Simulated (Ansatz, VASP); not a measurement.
**Two plane-wave programs on ZrS**

```
Zr S
1.0
     0.00000    2.58304    2.58304
     2.58304    0.00000    2.58304
     2.58304    2.58304    0.00000
Zr S
1 1
Cartesian
  0.0000 0.0000 0.0000
  2.5830 2.5830 2.5830
```

Alike in both runs: functional PBEsol; k mesh 14 × 14 × 14; occupations gaussian, width 0.1 eV; no spin polarisation.

Ansatz relaxed the structure, and its values are those at the end. VASP's run is a single point on that final structure, the one shown.

|  | VASP | Ansatz |
| --- | --- | --- |
| version | VASP 6.6.1 | Ansatz 0.2.0 |
| potentials or method | VASP PAW PBE potentials, release 64 (Zr_sv, S) | scalar-relativistic, plane waves, PAW |
| plane-wave cutoff (eV) | 520 | 420 |
| valence electrons in the cell | 18 | 18 |

```csv
,VASP,Ansatz,Ansatz less VASP
gap on the k mesh at the Fermi level (eV),none,none,-
pressure (GPa),0.2,0.0,-0.24
```

A gap of «none» marks a metal or a gap that the smearing closes. With one functional, cell and mesh, what is left measures potentials, basis and numerics.

Caveats: the PAW data sets were made with another functional, which shifts forces and pressure a little (VASP).
